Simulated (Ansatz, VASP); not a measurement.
# One calculation of GaP, two programs

The input INCAR:

```
SYSTEM = GaP
PREC     = Accurate       ! precision mode
ENCUT    = 600            ! plane-wave cutoff, eV
EDIFF    = 1E-7           ! SCF threshold, eV
ISMEAR   = -1             ! smearing method
SIGMA    = 0.05           ! smearing width, eV
LREAL    = .FALSE.        ! projectors in reciprocal space
LASPH    = .TRUE.         ! aspherical terms in the spheres
NELM     = 80             ! most SCF steps
ALGO     = Normal         ! electronic algorithm
ISIF     = 3              ! what is computed and relaxed
LWAVE    = .FALSE.        ! write WAVECAR
LCHARG   = .FALSE.        ! write CHGCAR
GGA      = RE             ! functional
IBRION   = 2              ! ionic algorithm
NSW      = 40             ! ionic steps
EDIFFG   = -0.01          ! ionic threshold
```

File KPOINTS:

```
regular mesh
0
G
  8 8 8
  0 0 0
```

POSCAR

```
GaP
1.0
    0.0000000000      2.7252500000      2.7252500000
    2.7252500000      0.0000000000      2.7252500000
    2.7252500000      2.7252500000      0.0000000000
Ga P
1 1
Direct
    0.0000000000      0.0000000000      0.0000000000
    0.7500000000      0.7500000000      0.7500000000
```

Contents of input.yaml:

```yaml
crystal:
  lattice:
    - [0.0, 2.72525, 2.72525]
    - [2.72525, 0.0, 2.72525]
    - [2.72525, 2.72525, 0.0]
  atoms:
    - { symbol: Ga, position: [0.0, 0.0, 0.0] }
    - { symbol: P, position: [0.75, 0.75, 0.75] }
hamiltonian:
  xc: revpbe
  pseudopotentials: { kind: paw }
kpoints:
  mp_grid: { grid: [8, 8, 8] }
scf:
  occupations: { method: fermi_dirac, width: 0.05 }
output:
  forces: true
  stress: true
  eigenvalues: true
  write_density: true
  write_potential: true
  elf: true
  volumetric_format: npy
relax:
  f_tol: 0.01
  max_steps: 40
  cell: { stress_tol: 0.05 }
```

Alike in both runs: task relaxation of cell and atoms; functional revPBE; k mesh 8 × 8 × 8; occupations fermi-dirac, width 0.05 eV; no spin polarisation.

|  | VASP | Ansatz |
| --- | --- | --- |
| version | VASP 6.6.1 | Ansatz 0.2.0 |
| potentials or method | VASP PAW PBE potentials, release 64 (Ga_d, P) | Ansatz PAW |
| plane-wave cutoff (eV) | 600 | 420 |
| valence electrons in the cell | 18 | 18 |

```tsv
	VASP	Ansatz	Ansatz less VASP
gap on the k mesh at the Fermi level, each at its own relaxed structure (eV)	1.53	1.52	-0.007
relaxed volume (Å³/atom)	21.25	21.27	+0.019
relaxed cell length with the largest relative difference (Å)	3.917	3.918	+0.0012
energy change over the relaxation (meV/atom)	-12	-12	-0.6
```

Caveats: the PAW data sets were made with another functional, which shifts forces and pressure a little (VASP); the plane-wave basis is chosen anew once the cell has moved, so the energies of steps on either side of that aren't comparable (Ansatz); the PAW data sets come from PBE, with cores solved anew for the run's functional, which leaves a small shift of forces and pressure (Ansatz). revPBE gives volumes clearly too large for solids. As with any semilocal functional, this revPBE gap is likely too small.
